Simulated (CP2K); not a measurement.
The system is As.

```
As
1.0
     4.56640    0.00000    0.00000
    -2.28320    3.95462    0.00000
     0.00000    0.00000    2.83374
As
2
Direct
  0.33333 0.66667 0.00000
  0.66667 0.33333 0.00000
```

The cell was built by a generator and needn't be a form met in nature.

Base run:

| Item | Value |
| --- | --- |
| Program | CP2K 2026.2 |
| Functional | PBE |
| Potentials or basis | POTENTIAL_UZH As GTH-PBE-q5; TZVP-MOLOPT-PBE-GTH basis |
| Density cutoff | 9184 eV |
| k mesh | 7 × 7 × 9 |
| Occupations | fermi-dirac, width 0.05 eV |
| Spin | no spin polarisation |

Its results: band gap on the k mesh none (metal or under the smearing width); pressure 0.2 GPa.

**Question.** The run is repeated on the same cell with these changes: functional from PBE to BLYP. What comes out?

**Answer.** Band gap on the k mesh none (metal or under the smearing width); pressure 4.0 GPa.

BLYP binds less tightly than PBE, so the same cell stands under more pressure.

Caveats: the basis of atomic orbitals isn't converged, which shifts pressures, moduli and gaps; the potentials were made for another functional, which shifts forces and pressure (some runs).
